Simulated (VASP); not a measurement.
Wanted: the native input for a VASP 6.6.1 run.

```
Task                   : relaxation of the atoms
Functional             : PBEsol
Potentials or basis    : VASP PAW PBE potentials, release 64 (C)
Cutoff                 : 600 eV
k mesh                 : 14 × 14 × 14
Occupations            : gaussian, width 0.03 eV
Spin                   : no spin polarisation
Further INCAR settings : ALGO = Normal; EDIFF = 1e-07; IBRION = 2; EDIFFG = -0.01; NSW = 40
```

The structure of C lies in POSCAR:

```
C                                       
1.0
    0.0000000000      1.8123151728      1.8123151728
    1.8123151728      0.0000000000      1.8123151728
    1.8123151728      1.8123151728      0.0000000000
  C             
     2
Direct
     0.0000000000000000    0.0000000000000000    0.0000000000000000
     0.2500000000000000    0.2500000000000000    0.2500000000000000
```

This isn't the form of C at room conditions, which is graphite.

The cell isn't the ideal one: a relaxed cell with its volume scaled by 1.06.

The input as run:

INCAR

```
SYSTEM = C
PREC = Accurate
ENCUT = 600
EDIFF = 1E-7
ISMEAR = 0
SIGMA = 0.03
LREAL = .False.
LASPH = .True.
NELM = 80
ALGO = Normal
ISIF = 2
LWAVE = .False.
LCHARG = .False.
GGA = PS
IBRION = 2
NSW = 40
EDIFFG = -0.01
```

KPOINTS

```
Automatic mesh
0
Gamma
  14 14 14
  0 0 0
```

Potentials or basis: VASP PAW PBE potentials, release 64 (C).

Launch:

```sh
$ cat potpaw_PBE.64/C/POTCAR > POTCAR
$ mpirun -np 1 vasp_std > vasp.out
```

It gave:

* Pressure after relaxing: -23.6 GPa
* Band gap on the k mesh: 3.90 eV, indirect (least direct gap 5.41 eV)

Caveat: the relaxation stopped at its first step, so nothing moved; the PAW data sets were made with another functional, which shifts forces and pressure a little.

Run time: 4.5 s on 1 thread of Intel(R) Xeon(R) 6975P-C (Granite Rapids), on a shared host, peak memory 0.12 GiB.
